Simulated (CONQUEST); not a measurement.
This CONQUEST 1.3 run on AlN needs a look.

Conquest_input

```
IO.Title AlN
IO.Coordinates coords.dat
IO.FractionalAtomicCoords T
IO.Iprint 2
IO.Iprint_init 1
General.NumberOfSpecies 2
General.PseudopotentialType hamann
General.DistanceUnits A
General.FunctionalType -106131
General.DifferentFunctional F
AtomMove.TypeOfRun static
AtomMove.FullStress T
Grid.GridCutoff 100
DM.SolutionMethod diagon
Diag.MPMesh T
Diag.GammaCentred T
Diag.MPMeshX 4
Diag.MPMeshY 4
Diag.MPMeshZ 3
Diag.kT 0.00099223
minE.SCTolerance 1e-6
SC.MaxIters 50
IO.AtomChargeOutput T
%block ChemicalSpeciesLabel
1 26.980 Al
2 14.010 N
%endblock
```

The input coords.dat:

```
    3.1292778850     0.0000000000     0.0000000000
    0.0000000000     3.1292778850     0.0000000000
    0.0000000000     0.0000000000     4.4254672260
4
  0.0000000000   0.0000000000   0.0000000000 1 T T T
  0.5000000000   0.5000000000   0.5000000000 1 T T T
  0.0000000000   0.5000000000   0.7500000000 2 T T T
  0.5000000000   0.0000000000   0.2500000000 2 T T T
```

Potentials or basis: PseudoDojo NC LDA, SZ, grid cutoff 100 Ha.

Command:

```sh
$ OMP_NUM_THREADS=1 Conquest
```

Output:

```text
________________________________________________________________________

                                    CONQUEST

                Concurrent Order N QUantum Electronic STructure
    ________________________________________________________________________

     Conquest lead developers:
      D.R.Bowler (UCL, NIMS), T.Miyazaki (NIMS), A.Nakata (NIMS),
      L. Truflandier (U. Bordeaux)

     Developers:
      M.Arita (NIMS), J.S.Baker (UCL), V.Brazdova (UCL), R.Choudhury (UCL),
      S.Y.Mujahed (UCL), J.T.Poulton (UCL), Z.Raza (NIMS), A.Sena (UCL),
      U.Terranova (UCL), L.Tong (UCL), A.Torralba (NIMS)

     Early development:
      I.J.Bush (STFC), C.M.Goringe (Keele), E.H.Hernandez (Keele)

     Original inspiration and project oversight:
      M.J.Gillan (Keele, UCL)
    ________________________________________________________________________

          Reading ion files

          symbol = Al
          label = Al
          z =     13.00000
          zval_int, zval =      3.00000
          mass =      26.9800000000000
          self_energy =      0.00000000000000
          lmax_basis, n_orbnl =    1   2
          lmax_projs, n_pjnl =    2   6
          XC functional code =    -1012
          symbol = N
          label = N
          z =      7.00000
          zval_int, zval =      5.00000
          mass =      14.0100000000000
          self_energy =      0.00000000000000
          lmax_basis, n_orbnl =    1   2
          lmax_projs, n_pjnl =    1   4
          XC functional code =    -1012
  Error in process    1
  Functional in input file differs to pseudopotential:    -106131     -1012

MPI_ABORT
```

Task: What happened, and what is wrong with the input?

Result: The program refused the input. The input holds a flaw that was put in on purpose: functional differs from the ion files without the flag that allows it (General.FunctionalType = -106131; General.DifferentFunctional = F).
